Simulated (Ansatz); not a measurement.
# Property card for Re

The calculation used Ansatz, DFT PBEsol, scalar-relativistic, plane waves, PAW.

Settings: cutoff 420 eV, Γ-centred mesh 18×18×10 on the computed 2-atom cell, Gaussian smearing of 0.10 eV; no spin polarisation.

The structure is relaxed at this level of theory with its symmetry kept.

Space group P6_3/mmc (No. 194). a = 2.750 Å, b = 2.750 Å, c = 4.443 Å, α = 90.00°, β = 90.00°, γ = 120.00°
```tsv
atom	site	symmetry	x	y	z
Re	2c	-6m2	0.3333	0.6667	0.2500
```

Problem. Formation energy from the elements' standard states (uncorrected)?

Solution. 0.000 eV/atom.

Problem. Density of states at the Fermi level?

Solution. 1.41 states/eV per cell.

Problem. Löwdin character within 0.5 eV of the Fermi level?

Solution. Re 5d 88 %, unprojected 7 %.

Problem. Bulk modulus?

Solution. 391 GPa.

Problem. Its pressure derivative?

Solution. 4.4.

Problem. Bader charges (e)?

Solution. Re (2 in the cell) 0.00.

Spin-orbit coupling is left out, which matters for the bands of heavy elements.